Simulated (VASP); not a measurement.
**Si: single point with PBEsol**

Slab: Si, a slab with vacuum.

```
CELL_PARAMETERS angstrom
3.84362 0.00000 0.00000
-1.92181 3.32867 0.00000
0.00000 0.00000 28.33778
ATOMIC_POSITIONS crystal
Si 0.33333 0.66667 0.27035
Si 0.00000 0.00000 0.29222
Si 0.00000 0.00000 0.37585
Si 0.66667 0.33333 0.40289
Si 0.66667 0.33333 0.48621
Si 0.33333 0.66667 0.51379
Si 0.33333 0.66667 0.59711
Si 0.00000 0.00000 0.62415
Si 0.00000 0.00000 0.70778
Si 0.66667 0.33333 0.72965
```

| Property | Result |
| --- | --- |
| Program | VASP 6.6.1 |
| Task | single point |
| Functional | PBEsol |
| Potentials or basis | VASP PAW PBE potentials, release 64 (Si) |
| Cutoff | 520 eV |
| k mesh | 9 × 9 × 1 |
| Occupations | gaussian, width 0.03 eV |
| Spin | no spin polarisation |

```json
{"Largest force": "0.011 eV/Å", "Band gap on the k mesh": "none (metal or under the smearing width)", "Work function of the upper face": "4.62 eV", "Work function of the lower face": "4.62 eV"}
```

Forces in eV/Å, atoms in the order of the input:
```
Si   0.000  0.000  0.009
Si   0.000  0.000 -0.007
Si   0.000  0.000 -0.005
Si   0.000  0.000  0.011
Si   0.000  0.000 -0.006
Si   0.000  0.000  0.006
Si   0.000  0.000 -0.011
Si   0.000  0.000  0.005
Si   0.000  0.000  0.007
Si   0.000  0.000 -0.009
```

Levels at points of the mesh, in eV from the Fermi level:
| k point | band 17 | band 18 | band 19 | band 20 | band 21 | band 22 | band 23 | band 24 |
| --- | --- | --- | --- | --- | --- | --- | --- | --- |
| (0.00, 0.00, 0.00) | -0.61 | -0.32 | -0.32 | 0.09 | 0.71 | 1.33 | 1.60 | 1.90 |

Core levels (eV, on the scale of the bands):
| atom | levels |
| --- | --- |
| 1 Si | 1s -1778.5, 2s -132.6, 2p -88.6 |
| 2 Si | 1s -1778.7, 2s -132.7, 2p -88.7 |
| 3 Si | 1s -1778.9, 2s -132.9, 2p -88.9 |
| 4 Si | 1s -1778.7, 2s -132.7, 2p -88.7 |
| 5 Si | 1s -1778.8, 2s -132.8, 2p -88.8 |
| 6 Si | 1s -1778.8, 2s -132.8, 2p -88.8 |

Wall time 49 s on 4 MPI ranks on AMD EPYC 9R45 (Zen 5), with other jobs on the host, peak memory 0.46 GiB a rank.

Caveat: the PAW data sets were made with another functional, which shifts forces and pressure a little.
